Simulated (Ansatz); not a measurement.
# CHF3 (singlet): from Hartree-Fock to the top rungs, STO-3G

One table from this session's results is given with a row withheld; the runs are named, their logs left out.

Computed with Ansatz 0.2.0, Gaussian basis. Level: STO-3G, core rule «outside noble gas», up to 4 orbitals frozen.

The runs, in order: UHF; CCSD(T) on RHF; BCCD(T) on RHF; CISD; CCSDT(Q) on RHF; CISDTQ; CCSDTQ on RHF; CASSCF and MRCISD+Q, 8 electrons in 8 orbitals; CASSCF and MRCISD+Q(relaxed), 8 electrons in 8 orbitals; CASSCF and NEVPT2, 8 electrons in 8 orbitals; Full CI.

14 further runs of the same task are left out: 1 that didn't finish, 13 set aside as unsound or not needed.

### The geometry

The geometry is an MP2(full)/6-31G* stationary point (not a proven minimum).

5 atoms, charge 0, spin multiplicity 1.

Atoms are counted from 1 here; the program's logs count them from 0.

Bond lengths: C1–H2 1.088 Å, C1–F3 1.343 Å, C1–F4 1.343 Å, C1–F5 1.343 Å. Angles: H2–C1–F3 110.5°, H2–C1–F4 110.5°, H2–C1–F5 110.5°, F3–C1–F4 108.5°, F3–C1–F5 108.5°, F4–C1–F5 108.5°.

The first run:

Contents of in.yaml:

```yaml
crystal:
  periodic: [false, false, false]
  atoms:
    - {symbol: C, position_ang: [0.000000, 0.000000, 0.366733]}
    - {symbol: H, position_ang: [0.000000, 0.000000, 1.455195]}
    - {symbol: F, position_ang: [0.000000, 1.258200, -0.103017]}
    - {symbol: F, position_ang: [1.089633, -0.629100, -0.103017]}
    - {symbol: F, position_ang: [-1.089633, -0.629100, -0.103017]}
basis:
  gaussian: {orbitals: STO-3G}
magnetization: {spin_polarized: true, initial_magnetization: 0}
hamiltonian: {xc: hf}
output: {orbitals: {seedname: orbitals}}
```

Started as:

```console
> ansatz run in.yaml --threads 1 --pin off --events-out ev --progress --plain --max-ram 4096MiB --backend cpu
```

Steps of the session up to this table: UHF; CCSD(T) on RHF; BCCD(T) on RHF; CISD; CCSDT(Q) on RHF; CISDTQ; CCSDTQ on RHF; CASSCF and MRCISD+Q, 8 electrons in 8 orbitals; CASSCF and MRCISD+Q(relaxed), 8 electrons in 8 orbitals; CASSCF and NEVPT2, 8 electrons in 8 orbitals; Full CI.

One table of the session follows, with a row left open; its other results are not shown here.

It belongs to the step «Misses and costs». 

```
                    method  from FCI (kJ/mol)
                       RHF             +331.4
                      RMP2              +80.6
                      CISD              +22.4
                     RCCSD              +12.2
                  RCCSD(T)               +2.4
                   BCCD(T)                  ?
                    RCCSDT                0.0
                    CISDTQ               +0.6
                 RCCSDT(Q)               -0.1
                   RCCSDTQ                0.0
           CASSCF frontier             +104.4
           NEVPT2 frontier              +29.0
           MRCISD frontier               +5.7
         MRCISD+Q frontier               +3.1
MRCISD+Q(relaxed) frontier               +1.0
                       FCI                  0
```

Q: Estimate the row for BCCD(T) from the others.

As computed: from FCI (kJ/mol): +2.3. In the column «from FCI (kJ/mol)» it lies between MRCISD+Q(relaxed) frontier (+1.0) and RCCSD(T) (+2.4).
